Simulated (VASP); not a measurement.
# LiCl (strained wurtzite): one PBE single-point calculation in two programs

```
Li Cl
1.0
     3.77152    0.00000    0.00000
    -1.88576    3.26623    0.00000
     0.00000    0.00000    6.40557
Li Cl
2 2
Direct
  0.33333 0.66667 0.00333
  0.66667 0.33333 0.50333
  0.33333 0.66667 0.37167
  0.66667 0.33333 0.87167
```

The two codes use different PAW datasets and cutoffs. VASP's cell holds 20 valence electrons and Ansatz's 20. Ansatz's stress includes a Pulay correction; VASP's doesn't.

Cutoffs: 520 eV in VASP, 420 eV in Ansatz. k meshes: 12×12×4 and 12×12×4.

|  | VASP | Ansatz |
| --- | --- | --- |
| gap between bands v and c | 6.12 eV | 6.11 eV |
| least direct gap | 6.12 eV | 6.11 eV |
| pressure | 1.6 GPa | 1.7 GPa |

Band v is the last that the valence electrons fill when counted band by band, and c is the next. Levels in eV from the top of v, Ansatz:

```
point    v−1      v     c   c+1
    Γ   0.00   0.00  6.11  8.36
    M  -0.71  -0.36  7.66  8.02
    K  -0.91  -0.91  7.49  9.67
    A  -0.14  -0.14  7.43  7.43
    L  -0.63  -0.63  7.34  7.34
    H  -0.59  -0.59  8.78  8.78
```

VASP:

| point | v−1 | v | c | c+1 |
| --- | --- | --- | --- | --- |
| Γ | 0.00 | 0.00 | 6.12 | 8.38 |
| M | -0.71 | -0.36 | 7.68 | 8.05 |
| K | -0.90 | -0.90 | 7.52 | 9.69 |
| A | -0.14 | -0.14 | 7.44 | 7.44 |
| L | -0.63 | -0.63 | 7.36 | 7.36 |
| H | -0.59 | -0.59 | 8.80 | 8.80 |
